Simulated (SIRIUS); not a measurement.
Sn:

```
Sn
1.0
    -1.63482    1.80254   -2.29473
    -1.75573    1.74186    2.33794
     3.31840    3.47425   -0.13535
Sn
2
Cartesian
  -0.0059 0.0110 0.0034
  -0.0302 3.4984 -0.0495
```

This isn't the form of Sn at room conditions, which is tetragonal (white tin).

The cell isn't the ideal one: all atoms moved at random.

Program: SIRIUS 7.10.0. Alike in all runs: task single point; potentials or basis PseudoDojo 0.4.1 PBE standard (scalar relativistic); no spin polarisation; cell all atoms moved at random; k mesh 4 × 4 × 3; cutoff (eV) 983; smearing fermi-dirac 0.05 eV; the mesh is coarse, so values aren't converged.

Task: Order these runs on this cell by their pressure, lowest first.
A. level BLYP; libxc names ["XC_GGA_X_B88", "XC_GGA_C_LYP"]
B. level B86bPBE; libxc names ["XC_GGA_X_B86_MGC", "XC_GGA_C_PBE"]
C. level AM05; libxc names ["XC_GGA_X_AM05", "XC_GGA_C_AM05"]

Result: C (-2.0 GPa), B (1.7 GPa), A (6.0 GPa).

Caveats: all runs use coarse meshes; the potentials were made for another functional, which shifts forces and pressure.

Runs at the PBE level aren't shown here.
